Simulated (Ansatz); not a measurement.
# Bi2Te3 (Tellurobismuthite) (R-3m) in Ansatz: a series of runs, part 2 of 2

Ansatz 0.2.0. Earlier steps stand in the parts before.

## Step 3: Band structure, PBE

File input.yaml:

```yaml
crystal:
  lattice:
    - [2.193, 1.2661291403, 10.1656666667]
    - [-2.193, 1.2661291403, 10.1656666667]
    - [0.0, -2.5322582807, 10.1656666667]
  atoms:
    - { symbol: Bi, position: [0.6, 0.6, 0.6] }
    - { symbol: Bi, position: [0.4, 0.4, 0.4] }
    - { symbol: Te, position: [0.7905, 0.7905, 0.7905] }
    - { symbol: Te, position: [0.2095, 0.2095, 0.2095] }
    - { symbol: Te, position: [0.0, 0.0, 0.0] }
hamiltonian:
  xc: pbe
  pseudopotentials: { kind: paw }
kpoints:
  mp_grid: { grid: [7, 7, 7] }
  band_path:
    path:
      - [[0.0, 0.0, 0.0], [0.5, 0.0, 0.0], [0.5, 0.1770083925, -0.1770083925]]
      - [[0.8229916075, 0.5, 0.1770083925], [0.5, 0.5, 0.5], [0.0, 0.0, 0.0], [0.3385041962, 0.0, -0.3385041962]]
      - [[0.6614958038, 0.3385041962, 0.0], [0.5, 0.5, 0.0], [0.6614958038, 0.6614958038, 0.1770083925], [0.5, 0.5, 0.5]]
      - [[0.5, 0.0, 0.0], [0.8229916075, 0.3385041962, 0.3385041962]]
    npoints: 14
scf:
  occupations: { method: fermi_dirac, width: 0.05 }
  n_extra_bands: 12
output:
  forces: true
  stress: true
  eigenvalues: true
  fatbands: false
  write_density: true
  write_potential: true
  elf: true
  volumetric_format: npy
```

Potentials or basis: Ansatz PAW.

Launch:

```console
$ ansatz run input.yaml --threads 2 --pin off --max-ram 5632MiB --backend cpu --events-out ev --progress --plain --runs-dir out
```

Run time: 7.7 s. Hardware: 2 threads of AMD EPYC 9R45 (Zen 5), shared host; peak memory 0.94 GiB.

Results (log left out):

```
Free energy             : -45734.1090 eV
Pressure                : 1.9 GPa
Largest force           : 0.042 eV/Å
Band gap on the k mesh  : 0.29 eV, direct
Band gap along the path : 0.29 eV, direct
```

Forces on the atoms (eV/Å):
```
Bi   0.000  0.000 -0.035
Bi   0.000  0.000  0.035
Te   0.000  0.000 -0.042
Te   0.000  0.000  0.042
Te   0.000  0.000  0.000
```

Stress tensor (GPa, compression positive):
```
1.97 0.00 0.00
0.00 1.97 0.00
0.00 0.00 1.77
```

Levels at the corners of the path, in eV from the valence-band top:
| point | band 37 | band 38 | band 39 | band 40 | band 41 | band 42 |
| --- | --- | --- | --- | --- | --- | --- |
| Γ | -0.87 | -0.87 | 0.00 | 0.29 | 0.65 | 0.65 |
| L | -2.42 | -0.92 | -0.51 | 0.58 | 1.06 | 2.75 |
| B1 | -1.95 | -0.98 | -0.78 | 1.20 | 1.45 | 2.52 |
| B | -1.95 | -0.98 | -0.78 | 1.20 | 1.45 | 2.52 |
| Z | -1.16 | -1.16 | -0.44 | 0.84 | 1.13 | 1.13 |
| Γ | -0.87 | -0.87 | 0.00 | 0.29 | 0.65 | 0.65 |
| X | -1.63 | -1.39 | -0.65 | 1.08 | 2.01 | 2.05 |
| Q | -1.63 | -1.39 | -0.65 | 1.08 | 2.01 | 2.05 |
| F | -1.82 | -1.55 | -0.96 | 0.85 | 1.52 | 2.05 |
| P1 | -1.36 | -1.32 | -1.24 | 1.17 | 1.31 | 1.68 |
| Z | -1.16 | -1.16 | -0.44 | 0.84 | 1.13 | 1.13 |
| L | -2.42 | -0.92 | -0.51 | 0.58 | 1.06 | 2.75 |
| P | -1.36 | -1.32 | -1.24 | 1.17 | 1.31 | 1.68 |

Caveat: spin-orbit coupling is left out, which as a rule narrows the gap of such compounds by several tenths of an eV.

## Step 4: Band structure, PBEsol

input.yaml, as its differences from that of step 3:

```diff
@@ -12,3 +12,3 @@
 hamiltonian:
-  xc: pbe
+  xc: pbesol
   pseudopotentials: { kind: paw }
@@ -31,5 +31 @@
   fatbands: false
-  write_density: true
-  write_potential: true
-  elf: true
-  volumetric_format: npy
```

Launch:

```console
$ ansatz run input.yaml --threads 2 --pin off --max-ram 5632MiB --backend cpu --events-out ev --progress --plain --runs-dir out
```

Run time: 6.9 s. Hardware: 2 threads of AMD EPYC 9R45 (Zen 5), shared host; peak memory 0.83 GiB.

The run converged. Its results:

| Property | Result |
| --- | --- |
| Free energy | -45189.6534 eV |
| Pressure | -0.6 GPa |
| Largest force | 0.114 eV/Å |
| Band gap on the k mesh | 0.24 eV, direct |
| Band gap along the path | 0.24 eV, direct |

Forces in eV/Å, atoms in the order of the input:
```
Bi   0.000  0.000 -0.045
Bi   0.000  0.000  0.045
Te   0.000  0.000 -0.114
Te   0.000  0.000  0.114
Te   0.000  0.000  0.000
```

Stress tensor (GPa, compression positive):
```
-0.50  0.00  0.00
 0.00 -0.50  0.00
 0.00  0.00 -0.80
```

Levels at the corners of the path, in eV from the valence-band top:
| point | band 36 | band 37 | band 38 | band 39 | band 40 | band 41 | band 42 | band 43 |
| --- | --- | --- | --- | --- | --- | --- | --- | --- |
| Γ | -1.69 | -0.85 | -0.85 | 0.00 | 0.24 | 0.64 | 0.64 | 1.95 |
| L | -2.90 | -2.43 | -0.90 | -0.50 | 0.54 | 1.05 | 2.74 | 2.74 |
| B1 | -2.57 | -1.95 | -0.97 | -0.77 | 1.17 | 1.44 | 2.52 | 3.23 |
| B | -2.57 | -1.95 | -0.97 | -0.77 | 1.17 | 1.44 | 2.52 | 3.23 |
| Z | -1.40 | -1.14 | -1.14 | -0.46 | 0.82 | 1.13 | 1.13 | 1.64 |
| Γ | -1.69 | -0.85 | -0.85 | 0.00 | 0.24 | 0.64 | 0.64 | 1.95 |
| X | -2.98 | -1.62 | -1.39 | -0.64 | 1.05 | 2.00 | 2.05 | 3.63 |
| Q | -2.98 | -1.62 | -1.39 | -0.64 | 1.05 | 2.00 | 2.05 | 3.63 |
| F | -2.00 | -1.83 | -1.54 | -0.95 | 0.83 | 1.49 | 2.05 | 2.63 |
| P1 | -2.47 | -1.35 | -1.33 | -1.23 | 1.15 | 1.28 | 1.68 | 2.56 |
| Z | -1.40 | -1.14 | -1.14 | -0.46 | 0.82 | 1.13 | 1.13 | 1.64 |
| L | -2.90 | -2.43 | -0.90 | -0.50 | 0.54 | 1.05 | 2.74 | 2.74 |
| P | -2.47 | -1.35 | -1.33 | -1.23 | 1.15 | 1.28 | 1.68 | 2.56 |

Caveat: spin-orbit coupling is left out, which as a rule narrows the gap of such compounds by several tenths of an eV; the PAW data sets come from PBE, with cores solved anew for the run's functional, which leaves a small shift of forces and pressure.

## Step 5: Band structure, RPBE

input.yaml, as its differences from that of step 4:

```diff
@@ -12,3 +12,3 @@
 hamiltonian:
-  xc: pbesol
+  xc: rpbe
   pseudopotentials: { kind: paw }
@@ -31 +31,5 @@
   fatbands: false
+  write_density: true
+  write_potential: true
+  elf: true
+  volumetric_format: npy
```

Launch:

```console
$ ansatz run input.yaml --threads 2 --pin off --max-ram 5632MiB --backend cpu --events-out ev --progress --plain --runs-dir out
```

It took 7.9 s on 2 threads of AMD EPYC 9R45 (Zen 5), shared host; peak memory 0.95 GiB.

Results (log left out):

| Item | Value |
| --- | --- |
| Free energy | -45791.7845 eV |
| Pressure | 3.3 GPa |
| Largest force | 0.036 eV/Å |
| Band gap on the k mesh | 0.34 eV, direct |
| Band gap along the path | 0.34 eV, direct |

Forces on the atoms (eV/Å):
```
Bi   0.000  0.000 -0.033
Bi   0.000  0.000  0.033
Te   0.000  0.000 -0.036
Te   0.000  0.000  0.036
Te   0.000  0.000  0.000
```

Stress tensor (GPa, compression positive):
```
3.34 0.00 0.00
0.00 3.34 0.00
0.00 0.00 3.23
```

Levels at the corners of the path, in eV from the valence-band top:
```
point  band 37  band 38  band 39  band 40  band 41  band 42
    Γ    -0.89    -0.89     0.00     0.34     0.66     0.66
    L    -2.41    -0.94    -0.51     0.61     1.07     2.76
   B1    -1.95    -0.99    -0.78     1.22     1.47     2.53
    B    -1.95    -0.99    -0.78     1.22     1.47     2.53
    Z    -1.18    -1.18    -0.43     0.87     1.14     1.14
    Γ    -0.89    -0.89     0.00     0.34     0.66     0.66
    X    -1.63    -1.39    -0.66     1.11     2.03     2.07
    Q    -1.63    -1.39    -0.66     1.11     2.03     2.07
    F    -1.81    -1.57    -0.97     0.88     1.55     2.05
   P1    -1.38    -1.31    -1.24     1.20     1.33     1.69
    Z    -1.18    -1.18    -0.43     0.87     1.14     1.14
    L    -2.41    -0.94    -0.51     0.61     1.07     2.76
    P    -1.38    -1.31    -1.24     1.20     1.33     1.69
```

Caveat: spin-orbit coupling is left out, which as a rule narrows the gap of such compounds by several tenths of an eV; the PAW data sets come from PBE, with cores solved anew for the run's functional, which leaves a small shift of forces and pressure.

## Step 6: Band structure, revPBE

input.yaml, as its differences from that of step 5:

```diff
@@ -12,3 +12,3 @@
 hamiltonian:
-  xc: rpbe
+  xc: revpbe
   pseudopotentials: { kind: paw }
@@ -30,3 +30,3 @@
   eigenvalues: true
-  fatbands: false
+  fatbands: true
   write_density: true
```

Potentials or basis: Ansatz PAW.

Launch:

```console
$ ansatz run input.yaml --threads 2 --pin off --max-ram 5632MiB --backend cpu --events-out ev --progress --plain --runs-dir out
```

It took 11 s on 2 threads of AMD EPYC 9R45 (Zen 5), shared host; peak memory 0.96 GiB.

The run converged. Its results:

```
Free energy             : -45775.1789 eV
Pressure                : 2.9 GPa
Largest force           : 0.038 eV/Å
Band gap on the k mesh  : 0.33 eV, direct
Band gap along the path : 0.33 eV, direct
```

Forces on the atoms (eV/Å):
```
Bi   0.000  0.000 -0.033
Bi   0.000  0.000  0.033
Te   0.000  0.000 -0.038
Te   0.000  0.000  0.038
Te   0.000  0.000  0.000
```

Stress tensor (GPa, compression positive):
```
2.95 0.00 0.00
0.00 2.95 0.00
0.00 0.00 2.82
```

Levels at the corners of the path, in eV from the valence-band top:
```tsv
point	band 36	band 37	band 38	band 39	band 40	band 41	band 42	band 43
Γ	-1.72	-0.88	-0.88	0.00	0.33	0.66	0.66	1.99
L	-2.91	-2.41	-0.93	-0.51	0.60	1.07	2.76	2.82
B1	-2.56	-1.95	-0.99	-0.78	1.22	1.46	2.53	3.25
B	-2.56	-1.95	-0.99	-0.78	1.22	1.46	2.53	3.25
Z	-1.42	-1.17	-1.17	-0.43	0.86	1.14	1.14	1.65
Γ	-1.72	-0.88	-0.88	0.00	0.33	0.66	0.66	1.99
X	-2.97	-1.63	-1.39	-0.66	1.10	2.02	2.06	3.64
Q	-2.97	-1.63	-1.39	-0.66	1.10	2.02	2.06	3.64
F	-1.99	-1.81	-1.56	-0.97	0.87	1.54	2.05	2.67
P1	-2.46	-1.37	-1.32	-1.24	1.19	1.33	1.69	2.63
Z	-1.42	-1.17	-1.17	-0.43	0.86	1.14	1.14	1.65
L	-2.91	-2.41	-0.93	-0.51	0.60	1.07	2.76	2.82
P	-2.46	-1.37	-1.32	-1.24	1.19	1.33	1.69	2.63
```

Caveat: spin-orbit coupling is left out, which as a rule narrows the gap of such compounds by several tenths of an eV; the PAW data sets come from PBE, with cores solved anew for the run's functional, which leaves a small shift of forces and pressure.

## Step 7: Summary

| level | gap on the mesh (eV) | pressure (GPa) | largest force (eV/Å) |
| --- | --- | --- | --- |
| LDA | 0.21 | -1.8 | 0.19 |
| PBE | 0.29 | 1.9 | 0.04 |
| PBEsol | 0.24 | -0.6 | 0.11 |
| RPBE | 0.34 | 3.3 | 0.04 |
| revPBE | 0.33 | 2.9 | 0.04 |

Alike in all rows: task band structure; potentials or basis Ansatz PAW; no spin polarisation; cell as given; k mesh 7 × 7 × 7; cutoff (eV) 420; smearing fermi-dirac 0.05 eV.

On the cell as given the gap runs from 0.21 eV (LDA) to 0.34 eV (RPBE). The pressure there spans -1.8 GPa (LDA) to 3.3 GPa (RPBE); a positive pressure means that this level wants a larger cell, a negative one a smaller.

Caveats: spin-orbit coupling is left out, which as a rule narrows the gap of such compounds by several tenths of an eV; the PAW data sets come from PBE, with cores solved anew for the run's functional, which leaves a small shift of forces and pressure (some runs).

Absolute energies hang on the potentials; compare differences alone.

## Step 8: Against experiment

Step 2. A measured gap of Bi2Te3 is 0.17 eV (quoted in “Vacancy and Antisite-Induced Ferromagnetism in Liquid-Phase Exfoliated Bi2Te3”, 2024, arxiv:2412.10539); the calculated 0.21 eV misses it by +0.04 eV. Spin-orbit coupling on Bi, Te is left out. The value is that of LDA, without temperature or zero-point motion.

Step 3. A measured gap of Bi2Te3 is 0.17 eV (quoted in “Vacancy and Antisite-Induced Ferromagnetism in Liquid-Phase Exfoliated Bi2Te3”, 2024, arxiv:2412.10539); the calculated 0.29 eV misses it by +0.12 eV. Spin-orbit coupling on Bi, Te is left out. The value is that of PBE, without temperature or zero-point motion.

Step 4. Against the measured gap of Bi2Te3, 0.17 eV (quoted in “Vacancy and Antisite-Induced Ferromagnetism in Liquid-Phase Exfoliated Bi2Te3”, 2024, arxiv:2412.10539), the calculated 0.24 eV is off by +0.07 eV. Spin-orbit coupling on Bi, Te is left out. The value is that of PBEsol, without temperature or zero-point motion.

Step 5. A measured gap of Bi2Te3 is 0.17 eV (quoted in “Vacancy and Antisite-Induced Ferromagnetism in Liquid-Phase Exfoliated Bi2Te3”, 2024, arxiv:2412.10539); the calculated 0.34 eV misses it by +0.17 eV. Spin-orbit coupling on Bi, Te is left out. The value is that of RPBE, without temperature or zero-point motion.

Step 6. Measured gap of Bi2Te3: 0.17 eV (quoted in “Vacancy and Antisite-Induced Ferromagnetism in Liquid-Phase Exfoliated Bi2Te3”, 2024, arxiv:2412.10539). This calculation gives 0.33 eV (+0.16 eV). Spin-orbit coupling on Bi, Te is left out. The value is that of revPBE, without temperature or zero-point motion.
